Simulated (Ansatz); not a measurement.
# Every step of a relaxation of Br (A7 type)

DFT, PBE, PAW with Ansatz's default frozen-core files, scalar-relativistic (Ansatz 0.2.0); a Γ-centred 12×12×12 k mesh, Fermi–Dirac smearing of 0.05 eV, no spin polarisation. The run relaxes cell and atoms at a target pressure of 0 GPa.

Command: `ansatz run input.yaml --threads 1 --pin off --max-ram 2048MiB --backend cpu --events-out ev --progress --plain --runs-dir out` It took 36 s on 1 thread of Arm Neoverse V1, on a shared host, peak memory 0.41 GiB.

PAW: frozen-core files, cutoff 420 eV; forces are relaxed below 0.005 eV/Å.

Each step lists its free energy a cell above the last geometry, the pressure, the cell vectors (Å), and Cartesian positions (Å) with forces (eV/Å).

The first step:

```
step 1  dF = 274.59 meV  P = 2.40 GPa
  cell 2.1331 -1.2316 3.7685  0.0000 2.4631 3.7685  -2.1331 -1.2316 3.7685
  Br 0.0000 0.0000 2.6229   0.0000 0.0000 1.1134
  Br 0.0000 0.0000 -2.6229   0.0000 0.0000 -1.1134
```

The symmetry of the start is kept and no stability test is made, so the end need not be the stable phase.

Task: Where does the relaxation end, and by which steps?

Result: After 5 geometries, with conventional a, b, c = 3.100, 3.100, 3.100 Å, at 29.784 Å³/atom (+0.28 % against the start) in space group Pm-3m, with a shortest distance of 3.100 Å. The further steps:
```
step 2  dF = 2.95 meV  P = -0.38 GPa
  cell 2.1927 -1.2659 3.6269  0.0000 2.5319 3.6269  -2.1927 -1.2659 3.6269
  Br 0.0000 0.0000 2.7038   0.0000 0.0000 0.1023
  Br 0.0000 0.0000 -2.7038   0.0000 0.0000 -0.1023
step 3  dF = 0.31 meV  P = -0.01 GPa
  cell 2.1857 -1.2619 3.6011  0.0000 2.5238 3.6011  -2.1857 -1.2619 3.6011
  Br 0.0000 0.0000 2.7067   0.0000 0.0000 -0.0385
  Br 0.0000 0.0000 -2.7067   0.0000 0.0000 0.0385
step 4  dF = 0.07 meV  P = -0.03 GPa
  cell 2.1870 -1.2626 3.5987  0.0000 2.5253 3.5987  -2.1870 -1.2626 3.5987
  Br 0.0000 0.0000 2.6995   0.0000 0.0000 -0.0034
  Br 0.0000 0.0000 -2.6995   0.0000 0.0000 0.0034
step 5  dF = 0.00 meV  P = 0.00 GPa
  cell 2.1906 -1.2647 3.5834  0.0000 2.5295 3.5834  -2.1906 -1.2647 3.5834
  Br 0.0000 0.0000 2.6876   0.0000 0.0000 0.0000
  Br 0.0000 0.0000 -2.6876   0.0000 0.0000 0.0000
step 6  dF = 0.03 meV  P = 0.00 GPa  (same geometry on a basis chosen anew; earlier energies don't compare to the last digit)
  cell 2.1906 -1.2647 3.5834  0.0000 2.5295 3.5834  -2.1906 -1.2647 3.5834
  Br 0.0000 0.0000 2.6876   0.0000 0.0000 0.0000
  Br 0.0000 0.0000 -2.6876   0.0000 0.0000 0.0000
```
